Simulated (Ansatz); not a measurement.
# Zr3Si2: freezing in a mode

The task, for Zr3Si2: freeze in mode 4 at growing amplitude.

Method: DFT r2SCAN, scalar-relativistic, plane waves, PAW, in Ansatz 0.2.0.

1 further run of the same task is left out (set aside as unsound or not needed). Runs told in other sessions of the task aren't counted.

## 1. The structure to begin with

Symmetry: P4/mbm, No. 127, tetragonal system. The conventional cell has a = 7.108 Å, b = 7.108 Å, c = 3.705 Å, α = 90.00°, β = 90.00°, γ = 90.00°. Zr (site symmetry m2m) is surrounded by 6 Si at 2.76 to 2.83 Å. Around Zr (site symmetry 4/m) lie 4 Si at 2.82 Å and 8 Zr at 3.21 Å. Si (site symmetry m2m) has 1 Si at 2.45 Å and 8 Zr at 2.76 to 2.83 Å in its first shell of neighbours.

As a file:

```
Zr Si
1.0
     7.10844    0.00000    0.00000
     0.00000    7.10844    0.00000
     0.00000    0.00000    3.70513
Zr Si
6 4
Direct
  0.17391 0.67391 0.50000
  0.82609 0.32609 0.50000
  0.32609 0.17391 0.50000
  0.67391 0.82609 0.50000
  0.00000 0.00000 0.00000
  0.50000 0.50000 0.00000
  0.62195 0.12195 0.00000
  0.37805 0.87805 0.00000
  0.87805 0.62195 0.00000
  0.12195 0.37805 0.00000
```

It goes back to an entry of the Materials Project, which need not be the stable form.

This cell was relaxed beforehand with the same method: volume 18.72 Å³/atom, gap on the mesh none (metal).

## 2. Zero of energy

Reference values: F = -27735.8054 eV; pressure 0.02 GPa; largest force 0.002 eV/Å; gap on the mesh none (metal). It was computed beforehand with the settings of the runs below.

## 3. Next: freezing in a mode

Mode 4 of the phonon run on this cell, counted from the lowest, is frozen in: each atom moves by x times its row below, so x is the largest displacement.

```
atom     ux     uy      uz
 Zr1  0.000  0.000   0.000
 Zr2  0.000  0.000   0.000
 Zr3  0.000  0.000   0.000
 Zr4  0.000  0.000   0.000
 Zr5  0.000  0.000   1.000
 Zr6  0.000  0.000  -1.000
 Si7  0.000  0.000   0.000
 Si8  0.000  0.000   0.000
 Si9  0.000  0.000   0.000
Si10  0.000  0.000   0.000
```

## 4. Point x = -0.120 Å

The input, input.yaml:

```yaml
crystal:
  lattice:
    - [7.1084398562, 0.0, 0.0]
    - [0.0, 7.1084398562, 0.0]
    - [0.0, 0.0, 3.7051280719]
  atoms:
    - { symbol: Zr, position: [0.1739136669, 0.6739136669, 0.5] }
    - { symbol: Zr, position: [0.8260863331, 0.3260863331, 0.5] }
    - { symbol: Zr, position: [0.3260863331, 0.1739136669, 0.5] }
    - { symbol: Zr, position: [0.6739136669, 0.8260863331, 0.5] }
    - { symbol: Zr, position: [0.0, 0.0, -0.0323875444] }
    - { symbol: Zr, position: [0.5, 0.5, 0.0323875444] }
    - { symbol: Si, position: [0.6219463333, 0.1219463333, 0.0] }
    - { symbol: Si, position: [0.3780536667, 0.8780536667, 0.0] }
    - { symbol: Si, position: [0.8780536667, 0.6219463333, 0.0] }
    - { symbol: Si, position: [0.1219463333, 0.3780536667, 0.0] }
basis:
  ecutwfc: 500
kpoints:
  mp_grid: { grid: [6, 6, 10] }
hamiltonian:
  xc: r2scan
scf:
  occupations: { method: gaussian, width: 0.15 }
output:
  forces: true
  stress: true
  eigenvalues: true
```

Command:

```bash
$ ansatz run input.yaml --threads 2 --pin off --max-ram 5120MiB --backend cpu --events-out ev --progress --plain --runs-dir out
```

## 5. At x = 0.090 Å

input.yaml, as its differences from that of step 4:

```diff
@@ -10,4 +10,4 @@
     - { symbol: Zr, position: [0.6739136669, 0.8260863331, 0.5] }
-    - { symbol: Zr, position: [0.0, 0.0, -0.0323875444] }
-    - { symbol: Zr, position: [0.5, 0.5, 0.0323875444] }
+    - { symbol: Zr, position: [0.0, 0.0, 0.0242906583] }
+    - { symbol: Zr, position: [0.5, 0.5, -0.0242906583] }
     - { symbol: Si, position: [0.6219463333, 0.1219463333, 0.0] }
@@ -28 +28,5 @@
   eigenvalues: true
+  write_density: true
+  write_potential: true
+  elf: true
+  volumetric_format: npy
```

## 6. x = -0.060 Å

input.yaml, as its differences from that of step 5:

```diff
@@ -10,4 +10,4 @@
     - { symbol: Zr, position: [0.6739136669, 0.8260863331, 0.5] }
-    - { symbol: Zr, position: [0.0, 0.0, 0.0242906583] }
-    - { symbol: Zr, position: [0.5, 0.5, -0.0242906583] }
+    - { symbol: Zr, position: [0.0, 0.0, -0.0161937722] }
+    - { symbol: Zr, position: [0.5, 0.5, 0.0161937722] }
     - { symbol: Si, position: [0.6219463333, 0.1219463333, 0.0] }
@@ -28,5 +28 @@
   eigenvalues: true
-  write_density: true
-  write_potential: true
-  elf: true
-  volumetric_format: npy
```

## 7. Point x = 0.030 Å

input.yaml, as its differences from that of step 6:

```diff
@@ -10,4 +10,4 @@
     - { symbol: Zr, position: [0.6739136669, 0.8260863331, 0.5] }
-    - { symbol: Zr, position: [0.0, 0.0, -0.0161937722] }
-    - { symbol: Zr, position: [0.5, 0.5, 0.0161937722] }
+    - { symbol: Zr, position: [0.0, 0.0, 0.0080968861] }
+    - { symbol: Zr, position: [0.5, 0.5, -0.0080968861] }
     - { symbol: Si, position: [0.6219463333, 0.1219463333, 0.0] }
@@ -28 +28,5 @@
   eigenvalues: true
+  write_density: true
+  write_potential: true
+  elf: true
+  volumetric_format: npy
```

## 8. x = 0.105 Å

input.yaml, as its differences from that of step 7:

```diff
@@ -10,4 +10,4 @@
     - { symbol: Zr, position: [0.6739136669, 0.8260863331, 0.5] }
-    - { symbol: Zr, position: [0.0, 0.0, 0.0080968861] }
-    - { symbol: Zr, position: [0.5, 0.5, -0.0080968861] }
+    - { symbol: Zr, position: [0.0, 0.0, 0.0283391014] }
+    - { symbol: Zr, position: [0.5, 0.5, -0.0283391014] }
     - { symbol: Si, position: [0.6219463333, 0.1219463333, 0.0] }
```

## 9. Point x = 0.075 Å

input.yaml, as its differences from that of step 8:

```diff
@@ -10,4 +10,4 @@
     - { symbol: Zr, position: [0.6739136669, 0.8260863331, 0.5] }
-    - { symbol: Zr, position: [0.0, 0.0, 0.0283391014] }
-    - { symbol: Zr, position: [0.5, 0.5, -0.0283391014] }
+    - { symbol: Zr, position: [0.0, 0.0, 0.0202422153] }
+    - { symbol: Zr, position: [0.5, 0.5, -0.0202422153] }
     - { symbol: Si, position: [0.6219463333, 0.1219463333, 0.0] }
@@ -28,5 +28 @@
   eigenvalues: true
-  write_density: true
-  write_potential: true
-  elf: true
-  volumetric_format: npy
```

## 10. At x = 0.045 Å

input.yaml, as its differences from that of step 9:

```diff
@@ -10,4 +10,4 @@
     - { symbol: Zr, position: [0.6739136669, 0.8260863331, 0.5] }
-    - { symbol: Zr, position: [0.0, 0.0, 0.0202422153] }
-    - { symbol: Zr, position: [0.5, 0.5, -0.0202422153] }
+    - { symbol: Zr, position: [0.0, 0.0, 0.0121453292] }
+    - { symbol: Zr, position: [0.5, 0.5, -0.0121453292] }
     - { symbol: Si, position: [0.6219463333, 0.1219463333, 0.0] }
```

## 11. At x = 0.015 Å

input.yaml, as its differences from that of step 10:

```diff
@@ -10,4 +10,4 @@
     - { symbol: Zr, position: [0.6739136669, 0.8260863331, 0.5] }
-    - { symbol: Zr, position: [0.0, 0.0, 0.0121453292] }
-    - { symbol: Zr, position: [0.5, 0.5, -0.0121453292] }
+    - { symbol: Zr, position: [0.0, 0.0, 0.0040484431] }
+    - { symbol: Zr, position: [0.5, 0.5, -0.0040484431] }
     - { symbol: Si, position: [0.6219463333, 0.1219463333, 0.0] }
```

(Steps that only read results are left out.)

**Question.** What will these runs give? Wanted: harmonic wavenumber of the mode.

The runs gave:

```
                                          quantity     value
                   harmonic wavenumber of the mode  132 cm⁻¹
the same from the force at an amplitude of 0.015 Å  132 cm⁻¹
```

What this shows: The force at the smallest amplitude gives 132 cm⁻¹ against 132 cm⁻¹ from the phonon run, so the curve is close to a parabola there. No sampled point lies below the undisturbed cell.
